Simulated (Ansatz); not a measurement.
Ta:

```xyz
1
Lattice="-1.6513 1.6513 1.6513 1.6513 -1.6513 1.6513 1.6513 1.6513 -1.6513" Properties=species:S:1:pos:R:3 pbc="T T T"
Ta    0.0000    0.0000    0.0000
```

Base run:

- Program: Ansatz 0.2.0
- Functional: LDA
- Potentials or basis: all-electron LAPW, relativistic spinors
- Cutoff: 263 eV (chosen from the basis error)
- Basis error allowed: 0.001 eV/atom
- k mesh: 8 × 8 × 8
- Occupations: fermi-dirac, width 0.05 eV
- Spin: spin-orbit coupling, no magnetisation

Its results: pressure -10.8 GPa.

Task: The run is repeated on the same cell with these changes: functional from LDA to PBEsol. What comes out?

Result: Pressure -5.9 GPa.

PBEsol binds less tightly than LDA, so the same cell stands under more pressure.

Caveats: the k mesh is thin for a metal, which can move the energy by tens of meV per atom.
